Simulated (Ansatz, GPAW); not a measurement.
This is a calculation of Mo for Ansatz 0.2.0. 

File input.yaml:

```yaml
crystal:
  lattice:
    - [-1.5838089719, 1.5838089719, 1.5838089719]
    - [1.5838089719, -1.5838089719, 1.5838089719]
    - [1.5838089719, 1.5838089719, -1.5838089719]
  atoms:
    - { symbol: Mo, position: [0.0, 0.0, 0.0] }
kpoints:
  mp_grid: { grid: [12, 12, 12] }
scf:
  occupations: { method: gaussian, width: 0.019 }
hamiltonian:
  xc: pbe
  pseudopotentials: { kind: all_electron, lapw: { basis_error: 0.001 } }
output:
  forces: true
  stress: true
  eigenvalues: true
```

Potentials or basis: all-electron LAPW, scalar-relativistic.

Launch:

```console
$ ansatz run input.yaml --threads 1 --pin off --max-ram 3072MiB --backend cpu --events-out ev --progress --plain --runs-dir out
```

Question: Translate it to GPAW 26.7.0 (ASE script). Potentials or basis there: GPAW PAW data sets (gpaw-data 1.2.1), cutoff 600 eV.

Answer: As run (cutoffs and basis follow the program's own potentials, and thresholds, step limits or extra output files can differ):

The input run.py:

```python
from ase.dft.bandgap import bandgap
from ase.io import read, write
from ase.units import Bohr, GPa
from gpaw import GPAW, PW
from gpaw.elf import elf_from_dft_calculation

atoms = read('POSCAR')

calc = GPAW(mode=PW(600),
            xc='PBE',
            kpts={'size': (12, 12, 12), 'gamma': True},
            occupations={'name': 'methfessel-paxton', 'order': 0, 'width': 0.019000000000000003},
            nbands=16,
            convergence={'density': 1e-05, 'energy': 1e-05},
            maxiter=150,
            txt='gpaw.txt')
atoms.calc = calc
energy = atoms.get_potential_energy()
forces = atoms.get_forces()
stress = atoms.get_stress()
calc.write('gs.gpw')
write('result.traj', atoms)
print(f'Energy: {energy:.6f} eV')
print('Forces (eV/A):')
print(forces.round(4))
print('Stress (GPa):', (stress / GPa).round(3))
print('Fermi level:', round(calc.get_fermi_level(), 4), 'eV')
print(f'Gap: {bandgap(calc)[0]:.4f} eV, direct: {bandgap(calc, direct=True)[0]:.4f} eV')

# fields on the real-space grid
write('density.cube', atoms, data=calc.get_pseudo_density() * Bohr**3)
write('potential.cube', atoms, data=calc.get_electrostatic_potential())
write('elf.cube', atoms, data=elf_from_dft_calculation(calc).data)
```

The input POSCAR:

```
Mo
1.0
   -1.5838089719      1.5838089719      1.5838089719
    1.5838089719     -1.5838089719      1.5838089719
    1.5838089719      1.5838089719     -1.5838089719
Mo
1
Direct
    0.0000000000      0.0000000000      0.0000000000
```

Potentials or basis: GPAW PAW data sets (gpaw-data 1.2.1), pw.

Command:

```console
$ OMP_NUM_THREADS=1 python run.py
```

Both were run:

|  | Ansatz | GPAW |
| --- | --- | --- |
| Pressure | -1.9 GPa | -2.3 GPa |

Where Ansatz's input types no cutoff or centring, it takes its own default and a Γ-centred mesh.

Pressure is positive in compression.
